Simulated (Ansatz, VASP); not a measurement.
## Two plane-wave programs on TiO2

```
Ti O
1.0
     4.81270    0.00000    0.00000
     0.00000    4.87188    0.00000
    -0.86289    0.00000    4.96659
Ti O
4 8
Direct
  0.27744 0.05281 0.21315
  0.72256 0.55281 0.28685
  0.72256 0.94719 0.78685
  0.27744 0.44719 0.71315
  0.06384 0.17697 0.85156
  0.93616 0.67697 0.64844
  0.93616 0.82303 0.14844
  0.06384 0.32303 0.35156
  0.44536 0.75763 0.46677
  0.55464 0.25763 0.03323
  0.55464 0.24237 0.53323
  0.44536 0.74237 0.96677
```

The cell comes from a database or a generator and needn't be the stable form of this composition.

Alike in both runs: task band structure; functional PBE; k mesh 5 × 5 × 5; occupations fermi-dirac, width 0.05 eV; no spin polarisation.

|  | VASP | Ansatz |
| --- | --- | --- |
| version | VASP 6.6.1 | Ansatz 0.2.0 |
| potentials or method | VASP PAW PBE potentials, release 64 (Ti, O) | Ansatz PAW |
| plane-wave cutoff (eV) | 900 | 420 |
| valence electrons in the cell | 64 | 96 |

VASP gave:

| Item | Value |
| --- | --- |
| gap on the k mesh at the Fermi level (eV) | 2.16 |
| least direct gap on the mesh (eV) | 2.23 |
| gap along the band path (eV) | 2.12 |
| pressure (GPa) | 7.0 |
| largest component of the traceless stress (GPa) | 0.55 |
| rms of the force components (eV/Å) | 0.124 |

**Question.** Estimate Ansatz's values.

**Answer.** gap on the k mesh at the Fermi level (eV): 2.34; least direct gap on the mesh (eV): 2.39; gap along the band path (eV): 2.30; pressure (GPa): 4.1; largest component of the traceless stress (GPa): 0.13; rms of the force components (eV/Å): 0.051.

Atom by atom the forces differ by 0.134 eV/Å (rms over components). The two sets of potentials don't hold the same shells in valence.

Caveats: the pressure holds a Pulay correction of +0.8 GPa for the finite cutoff (Ansatz).
